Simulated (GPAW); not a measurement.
**Ni: single point with PBE**

The system is Ni.

```xyz
1
Lattice="0.0000 1.7376 1.7376 1.7376 0.0000 1.7376 1.7376 1.7376 0.0000" Properties=species:S:1:pos:R:3 pbc="T T T"
Ni    0.0000    0.0000    0.0000
```

| Quantity | Value |
| --- | --- |
| Program | GPAW 26.7.0 |
| Task | single point |
| Functional | PBE |
| Potentials or basis | GPAW PAW data sets (gpaw-data 1.2.1) |
| Cutoff | 600 eV |
| Basis | pw |
| k mesh | 13 × 13 × 13 |
| Occupations | gaussian, width 0.02 eV |
| Spin | collinear spin, ferromagnetic start |
| Starting moments | [1.0] μB |
| Maxiter | 150 |

| Property | Result |
| --- | --- |
| Pressure | 10.5 GPa |
| Band gap on the k mesh | none (metal or under the smearing width) |
| Net moment | 0.64 μB per cell |
| Site moments | Ni +0.68 μB |

Levels at points of the mesh, in eV from the Fermi level:
Spin up:
```csv
k point,band 5,band 6,band 7,band 8,band 9,band 10,band 11,band 12
"(0.00, 0.00, 0.00)",-2.63,-2.63,-2.63,-1.35,-1.35,23.92,27.86,27.86
```
Spin down:
```csv
k point,band 5,band 6,band 7,band 8,band 9,band 10,band 11,band 12
"(0.00, 0.00, 0.00)",-1.84,-1.84,-1.84,-0.75,-0.75,23.73,27.83,27.83
```

It took 16 s on 1 thread of Intel(R) Xeon(R) Platinum 8488C (Sapphire Rapids) (shared host), peak memory 0.15 GiB.

Caveat: the stock nickel data set gives pressures a few GPa off other programs.
